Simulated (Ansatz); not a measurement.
**GaN, before and after**

Recipe of this trial structure of GaN: close-packed metal layers stacked AB, with sites between them filled layer by layer (P-3m1, No. 164) (elements of the layers in order: Ga Ga). The dimensions are guesses.

start:

Space group P-3m1 (No. 164). a = 3.365 Å, b = 3.365 Å, c = 4.815 Å, α = 90.00°, β = 90.00°, γ = 120.00°
```
atom  site  symmetry       x       y       z
  Ga    2d       3m.  0.3333  0.6667  0.7125
   N    2d       3m.  0.3333  0.6667  0.1416
```

Computed with DFT PBE, scalar-relativistic, plane waves, PAW in Ansatz. Cutoff 420 eV, Gaussian smearing, Γ-centred meshes. Cell and atoms relax first on a coarse mesh and then on a converged one. In between, the cell is made exact in the group found at 0.06 Å. The steps can't lower the symmetry of their start. No spin polarisation.

end:

Space group P6_3/mmc (No. 194). a = 3.325 Å, b = 3.325 Å, c = 4.881 Å, α = 90.00°, β = 90.00°, γ = 120.00°
| atom | site | symmetry | x | y | z |
| --- | --- | --- | --- | --- | --- |
| Ga | 2d | -6m2 | 0.3333 | 0.6667 | 0.7500 |
| N | 2c | -6m2 | 0.3333 | 0.6667 | 0.2500 |

The symmetry goes from P-3m1 (No. 164) to P6_3/mmc (No. 194). The volume per atom shrinks by 1.0 %, from 11.8 to 11.7 Å³. The shortest distance goes from 2.07 Å (Ga–N) to 1.92 Å (Ga–N). The energy falls by about 0.85 eV/atom (the start's value is from the coarse mesh).

```json
{
  "Volume per atom": "11.68 Å³",
  "Density": "5.95 g/cm³",
  "Formation energy": "−0.207 eV/atom",
  "Gap on the 9×9×6 mesh of the 4-atom cell": "1.15 eV"
}
```

Formation energies are uncorrected and refer to the elements' standard structures at the same level (N₂ as a molecule). It lies below the elements, which doesn't yet make it stable against other compounds or structures.

The last run used Gaussian smearing of 0.02 eV. Kohn–Sham gaps at this level usually fall short of measured ones. A structure relaxed within its symmetry needn't be a true minimum. In all, the 3 runs took 35 s on 1 thread of AMD EPYC 7R43 64-Core Processor (Zen 3) (shared host).
